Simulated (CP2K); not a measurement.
Runs of CP2K 2026.2 on P. Symmetry: Cmce, No. 64, orthorhombic system. The conventional cell has a = 3.295 Å, b = 10.930 Å, c = 4.544 Å, α = 90.00°, β = 90.00°, γ = 90.00°. P (site symmetry m) has 3 P at 2.20 to 2.25 Å as nearest neighbours. 

```tsv
task	level	potentials or basis	cell	k mesh	smearing	EPS_DEFAULT	k points reduced by the point group	basis sets	potentials	points a segment of the path (NPOINTS)	gap on the mesh (eV)	pressure (GPa)	relaxed volume (Å³/atom)	largest force (eV/Å)
band structure	TB-mBJ	POTENTIAL_UZH P GTH-PBE-q5; TZVP-MOLOPT-PBE-GTH basis	as given	8 × 8 × 6	fermi-dirac 0.05 eV	1.0E-9	yes	P TZVP-MOLOPT-PBE-GTH-q5	P GTH-PBE-q5 of POTENTIAL_UZH	10	(c)	-	-	-
band structure	PBE	POTENTIAL_UZH P GTH-PBE-q5; TZVP-MOLOPT-PBE-GTH basis	as given	8 × 8 × 6	fermi-dirac 0.1 eV	1.0E-9	yes	P TZVP-MOLOPT-PBE-GTH-q5	P GTH-PBE-q5 of POTENTIAL_UZH	10	0.10	2.4	-	0.38
single point	PBE	POTENTIAL_UZH P GTH-PBE-q5; TZVP-MOLOPT-PBE-GTH basis	the cell as VASP's run set it	8 × 8 × 6	gaussian 0.02 eV	1.0E-10	yes	P TZVP-MOLOPT-PBE-GTH-q5	P GTH-PBE-q5 of POTENTIAL_UZH	-	0.10	2.4	-	0.38
band structure	LDA	GTH_POTENTIALS P GTH-PADE-q5; TZVP-MOLOPT-PBE-GTH basis	as given	8 × 8 × 6	fermi-dirac 0.0259 eV	1.0E-9	yes	P TZVP-MOLOPT-PBE-GTH-q5	P GTH-PADE-q5 of GTH_POTENTIALS	10	0.02	(b)	-	0.21
band structure	r2SCAN	POTENTIAL_UZH P GTH-SCAN-q5; TZVP-MOLOPT-SCAN-GTH basis	as given	8 × 8 × 6	fermi-dirac 0.05 eV	1.0E-10	yes	P TZVP-MOLOPT-SCAN-GTH-q5	P GTH-SCAN-q5 of POTENTIAL_UZH	6	0.23	1.1	-	0.20
single point	PBE	POTENTIAL_UZH P GTH-PBE-q5; TZVP-MOLOPT-PBE-GTH basis	the cell as VASP's run set it	8 × 8 × 6	gaussian 0.1 eV	1.0E-10	yes	P TZVP-MOLOPT-PBE-GTH-q5	P GTH-PBE-q5 of POTENTIAL_UZH	-	0.10	2.4	-	0.38
relaxation of cell and atoms	PBEsol	POTENTIAL_UZH P GTH-PBE-q5; TZVP-MOLOPT-PBE-GTH basis	relaxed	7 × 7 × 5	fermi-dirac 0.05 eV	1.0E-9	-	P TZVP-MOLOPT-PBE-GTH-q5	P GTH-PBE-q5 of POTENTIAL_UZH	-	0.13	0.0	18.14	-
band structure	PBEsol	POTENTIAL_UZH P GTH-PBE-q5; TZVP-MOLOPT-PBE-GTH basis	as given	8 × 8 × 6	fermi-dirac 0.1 eV	1.0E-9	yes	P TZVP-MOLOPT-PBE-GTH-q5	P GTH-PBE-q5 of POTENTIAL_UZH	6	none	0.7	-	0.47
relaxation of cell and atoms	LDA	GTH_POTENTIALS P GTH-PADE-q5; DZVP-MOLOPT-PBE-GTH basis	relaxed	7 × 5 × 7	fermi-dirac 0.0259 eV	1.0E-10	-	P DZVP-MOLOPT-PBE-GTH-q5	P GTH-PADE-q5 of GTH_POTENTIALS	-	(a)	0.0	17.64	0.01
```

Alike in all rows: no spin polarisation.

Problem. Fill in the values left out.

Solution. (a) 0.16; (b) -1.8; (c) 0.45.

Caveats: the basis of atomic orbitals isn't converged, which shifts pressures, moduli and gaps; the potentials were made for another functional, which shifts forces and pressure (some runs); an odd mesh through Γ misses points on the zone boundary, where band edges often lie (some runs); this is a model potential without an energy functional, so only levels have meaning (some runs); the printed path begins after the first move (some runs).

A gap of «none» marks a metal or a gap under the smearing width.

Not every run made on this cell is shown here.
